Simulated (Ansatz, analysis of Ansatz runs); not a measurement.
# A hop of Cl in La2NCl3 (Ibam), charge +1, part 2 of 2

Aim: the barrier of one jump in La2NCl3 (Ibam) at charge +1: V_Cl hop (3.0 Å). The model is a cell of 48 host atoms with 1 Cl taken out; Cl is the atom that moves.

Ansatz 0.2.0; plane-wave PAW DFT, PBEsol; nudged elastic band between two relaxed defect structures at fixed charge in a uniform background.

So far, barrier forward (eV): step 4 (nudged elastic band, charge +1) 0.220.

## Step 5: Single point at the start point, HSE06

A whole band with exact exchange would cost too much, so three single points on the path found stand in. The start is shown; top and end are run alike.

This step: plane-wave PAW DFT, HSE06; single point of a defect supercell on a structure of the PBEsol path.

The input, qp1.start.hse06/input.yaml:

```yaml
crystal:
  lattice:
    - [0.0, 13.70049667, 6.06962975]
    - [6.82924235, 0.0, 6.06962975]
    - [6.82924235, 13.70049667, 0.0]
  atoms:
    - { symbol: La, position: [0.13799337, 0.86390244, 0.45607498] }
    - { symbol: La, position: [0.37875146, 0.11634266, 0.72382028] }
    - { symbol: La, position: [0.63606677, 0.36473697, 0.95790016] }
    - { symbol: La, position: [0.89395928, 0.61737827, 0.19818452] }
    - { symbol: La, position: [0.11761276, 0.39397149, 0.79061189] }
    - { symbol: La, position: [0.36385482, 0.63769709, 0.04246105] }
    - { symbol: La, position: [0.61648704, 0.87868521, 0.28131047] }
    - { symbol: La, position: [0.86466399, 0.13571777, 0.54174387] }
    - { symbol: La, position: [0.03204237, 0.97421734, 0.86581599] }
    - { symbol: La, position: [0.29274775, 0.20896908, 0.11367295] }
    - { symbol: La, position: [0.54112291, 0.44862033, 0.36706821] }
    - { symbol: La, position: [0.79340576, 0.70706631, 0.61289398] }
    - { symbol: La, position: [0.20711458, 0.29316177, 0.38695935] }
    - { symbol: La, position: [0.4743638, 0.53197517, 0.62815929] }
    - { symbol: La, position: [0.70895661, 0.79252047, 0.88498433] }
    - { symbol: La, position: [0.94875386, 0.04103295, 0.14342285] }
    - { symbol: "N", position: [0.12255137, 0.1281532, 0.87762681] }
    - { symbol: "N", position: [0.3748728, 0.37616949, 0.12536221] }
    - { symbol: "N", position: [0.62817158, 0.62249472, 0.37193586] }
    - { symbol: "N", position: [0.87635887, 0.8746581, 0.62387611] }
    - { symbol: "N", position: [0.12513824, 0.12588604, 0.37418152] }
    - { symbol: "N", position: [0.3774004, 0.3732936, 0.62686161] }
    - { symbol: "N", position: [0.62595007, 0.6250841, 0.87500129] }
    - { symbol: "N", position: [0.87343872, 0.87720281, 0.12276329] }
    - { symbol: Cl, position: [0.12569275, 0.62533549, 0.37476232] }
    - { symbol: Cl, position: [0.62569266, 0.12538792, 0.8747481] }
    - { symbol: Cl, position: [0.87526742, 0.37516699, 0.124866] }
    - { symbol: Cl, position: [0.16065731, 0.66054549, 0.83957771] }
    - { symbol: Cl, position: [0.3756568, 0.87577813, 0.12427697] }
    - { symbol: Cl, position: [0.58976184, 0.08970738, 0.41041643] }
    - { symbol: Cl, position: [0.87530379, 0.3753509, 0.62463678] }
    - { symbol: Cl, position: [0.05843846, 0.44755979, 0.24280339] }
    - { symbol: Cl, position: [0.31546578, 0.69115979, 0.49082255] }
    - { symbol: Cl, position: [0.55466941, 0.93976536, 0.75043542] }
    - { symbol: Cl, position: [0.79341988, 0.19531138, 1.01316239] }
    - { symbol: Cl, position: [0.19194664, 0.81605647, 0.00217552] }
    - { symbol: Cl, position: [0.43902092, 0.05371295, 0.25626562] }
    - { symbol: Cl, position: [0.69634082, 0.29417018, 0.49741579] }
    - { symbol: Cl, position: [0.94672106, 0.55738158, 0.75241277] }
    - { symbol: Cl, position: [0.00652236, 1.00136476, 0.68877017] }
    - { symbol: Cl, position: [0.24844742, 0.26333967, 0.94535249] }
    - { symbol: Cl, position: [0.50256451, 0.49380612, 0.19656348] }
    - { symbol: Cl, position: [0.75317536, 0.74082902, 0.44093587] }
    - { symbol: Cl, position: [0.24095422, 0.25315164, 0.56527561] }
    - { symbol: Cl, position: [0.50148037, 0.50639257, 0.80361625] }
    - { symbol: Cl, position: [0.76348848, 0.74834961, 0.04310399] }
    - { symbol: Cl, position: [0.99373897, 0.00226944, 0.30748246] }
total_charge: 1
basis:
  ecutwfc: 420
  xc_grid: 2
hamiltonian:
  xc: hse06
kpoints:
  mp_grid: { grid: [1, 1, 1] }
scf:
  occupations: { method: fixed }
  max_iter: 60
output:
  forces: true
  eigenvalues: true
checkpoint:
  write: "../qp1.start.hse06.run"
  compress: false
  write_wavefunctions: false
  write_every: 100000
```

Run with:

```sh
$ ansatz run input.yaml --threads 8 --pin off --max-ram 14131MiB --backend cpu --events-out ev --progress --plain --runs-dir out
```

Run time: 2.1 min. Hardware: 8 threads of Arm Neoverse V2, shared host; peak memory 3.3 GiB; 15 min of CPU time.

Numbers from this step:

- free energy: -128103.9044 eV

## Step 6: Barrier from single points, HSE06

Analysis of the runs above: barrier from HSE06 single points on the PBEsol path.

It gives:

```
barrier forward  : 0.2079 eV
barrier backward : 0.2082 eV
end less start   : -3.23e-4 eV
```

This gives 0.208 eV against the band's 0.220 eV.

## Step 7: Saddle search from image 2

A minimum-mode search from an image of the band needs no end points, and checks the top by another method.

This step: plane-wave PAW DFT, PBEsol; minimum-mode saddle search in a defect supercell, started from an image of the band.

The input, qp1.saddle/input.yaml:

```yaml
crystal:
  lattice:
    - [0.0, 13.70049667, 6.06962975]
    - [6.82924235, 0.0, 6.06962975]
    - [6.82924235, 13.70049667, 0.0]
  atoms:
    - { symbol: La, position: [0.13644627, 0.86205121, 0.45724188] }
    - { symbol: La, position: [0.37654912, 0.10967117, 0.72156435] }
    - { symbol: La, position: [0.63460728, 0.36364216, 0.95961172] }
    - { symbol: La, position: [0.89769078, 0.62594263, 0.19718593] }
    - { symbol: La, position: [0.12607833, 0.39721432, 0.77946587] }
    - { symbol: La, position: [0.36207735, 0.63604784, 0.0447209] }
    - { symbol: La, position: [0.61004659, 0.87655346, 0.29235793] }
    - { symbol: La, position: [0.86360979, 0.13414205, 0.54264703] }
    - { symbol: La, position: [0.02117659, 0.98270386, 0.87103249] }
    - { symbol: La, position: [0.29200596, 0.20717454, 0.11439786] }
    - { symbol: La, position: [0.5511809, 0.44925283, 0.35917396] }
    - { symbol: La, position: [0.79147534, 0.70592178, 0.61490901] }
    - { symbol: La, position: [0.20593057, 0.29114856, 0.38809096] }
    - { symbol: La, position: [0.48311635, 0.5209948, 0.62510435] }
    - { symbol: La, position: [0.70721265, 0.7917014, 0.88681848] }
    - { symbol: La, position: [0.94933412, 0.05112144, 0.1406989] }
    - { symbol: "N", position: [0.12082385, 0.13231462, 0.87686702] }
    - { symbol: "N", position: [0.3739701, 0.3740562, 0.12705028] }
    - { symbol: "N", position: [0.63256207, 0.62063355, 0.37010168] }
    - { symbol: "N", position: [0.87436492, 0.8736287, 0.62523042] }
    - { symbol: "N", position: [0.12417178, 0.12419266, 0.375155] }
    - { symbol: "N", position: [0.38219939, 0.36954525, 0.62175466] }
    - { symbol: "N", position: [0.62436956, 0.62400549, 0.87668666] }
    - { symbol: "N", position: [0.86984178, 0.88193254, 0.12675928] }
    - { symbol: Cl, position: [0.12408633, 0.62362303, 0.37645887] }
    - { symbol: Cl, position: [0.62436383, 0.12398722, 0.87613088] }
    - { symbol: Cl, position: [0.89376749, 0.39370141, 0.10633642] }
    - { symbol: Cl, position: [0.21495903, 0.71491668, 0.78575905] }
    - { symbol: Cl, position: [0.37434702, 0.87444886, 0.125589] }
    - { symbol: Cl, position: [0.60004944, 0.09986465, 0.40025958] }
    - { symbol: Cl, position: [0.87388904, 0.37400095, 0.62598163] }
    - { symbol: Cl, position: [0.06121753, 0.44863337, 0.24082881] }
    - { symbol: Cl, position: [0.31817342, 0.68197371, 0.48603965] }
    - { symbol: Cl, position: [0.55125432, 0.93735377, 0.75181754] }
    - { symbol: Cl, position: [0.78691117, 0.20696973, 1.02117009] }
    - { symbol: Cl, position: [0.18250991, 0.8188237, 0.01398955] }
    - { symbol: Cl, position: [0.43661525, 0.05018648, 0.26082408] }
    - { symbol: Cl, position: [0.70828466, 0.28771905, 0.48413513] }
    - { symbol: Cl, position: [0.94788309, 0.56000692, 0.75058035] }
    - { symbol: Cl, position: [0.00064529, 0.99935272, 0.69244033] }
    - { symbol: Cl, position: [0.25490233, 0.25819882, 0.93901633] }
    - { symbol: Cl, position: [0.50265197, 0.49596248, 0.19603477] }
    - { symbol: Cl, position: [0.74466754, 0.74094702, 0.44923787] }
    - { symbol: Cl, position: [0.2412268, 0.24443216, 0.56529378] }
    - { symbol: Cl, position: [0.49922381, 0.50056153, 0.80802082] }
    - { symbol: Cl, position: [0.75851348, 0.75509605, 0.04797203] }
    - { symbol: Cl, position: [0.99563025, 0.00222804, 0.30609328] }
total_charge: 1
basis:
  ecutwfc: 420
  xc_grid: 2
hamiltonian:
  xc: pbesol
kpoints:
  mp_grid: { grid: [1, 1, 1] }
scf:
  occupations: { method: fixed }
  max_iter: 60
output:
  forces: true
saddle:
  mode_guess:
    - [-0.0035, -0.0018, 0.0135]
    - [-0.0586, -0.0527, -0.0942]
[... 1 atom line left out ...]
    - [0.0707, 0.0528, -0.0461]
    - [-0.0704, -0.0505, -0.0458]
[... 1 atom line left out ...]
    - [0.0575, 0.0533, -0.0913]
[... 1 atom line left out ...]
    - [0.0493, -0.0451, -0.0649]
[... 4 atom lines left out ...]
    - [-0.0503, 0.0465, -0.0655]
[... 2 atom lines left out ...]
    - [0.0118, -0.025, -0.0398]
[... 1 atom line left out ...]
    - [-0.0109, 0.0263, -0.0397]
[... 2 atom lines left out ...]
    - [-0.0297, -0.0127, -0.0479]
[... 1 atom line left out ...]
    - [0.0282, 0.0146, -0.0479]
[... 3 atom lines left out ...]
    - [0.0009, 0.0019, 0.9219]
[... 4 atom lines left out ...]
    - [-0.05, -0.0222, -0.0296]
[... 2 atom lines left out ...]
    - [0.0513, 0.0245, -0.0281]
[... 10 atom lines left out ...]
    - [-0.0046, 0.0055, 0.0113]
  f_tol: 0.03
  max_steps: 40
  order_check: false
```

Wall time 3.7 min (8 threads); peak memory 1.4 GiB; 26 min of CPU time.

Read from the output:

| Item | Value |
| --- | --- |
| free energy | -126119.1102 eV |
| barrier forward | 0.2196 eV |
| barrier of band | 0.2197 eV |

This gives 0.220 eV against the band's 0.220 eV: both methods end at the same energy.

## Step 8: Summary of results

- barrier forward: 0.22 eV
- barrier backward: 0.22 eV
- end less start: 0.00 eV
- hop length: 2.16 Å
- band iterations, as the log counts them: 7
- barrier from single points, HSE06: 0.21 eV
- saddle search from image 2: 0.22 eV

What this shows: The top of the band lies 0.22 eV above the start and 0.22 eV above the end, which are alike in energy and neighbours. With an assumed prefactor of 1e13 per second it gives one hop a second along this one path at about 90 K; whether such hops link up through the crystal wasn't checked. At the top Cl28 stands 2.85 Å from its nearest La, 0.09 Å closer than at the start. Across functionals on this path (PBEsol 0.220 and HSE06 0.208 eV) the forward values spread by 0.012 eV. No image-charge correction is applied; it largely cancels along a path if the charge stays localised alike. What this leaves open: sampling at the zone centre alone can move energies of charged and open-shell states by tenths of an eV or more in cells of this size; spin–orbit coupling, which can matter with heavy atoms, is left out.

[Logs are printed without paths, hosts, clocks, repeated set-up lines and the standing remarks that a program may print on its own settings, such as how far it seeks lower states.]

[Hosts, paths, dates, database ids (printed as entryN), source tags and the programs' standing remarks are cut or masked in the printed files.]
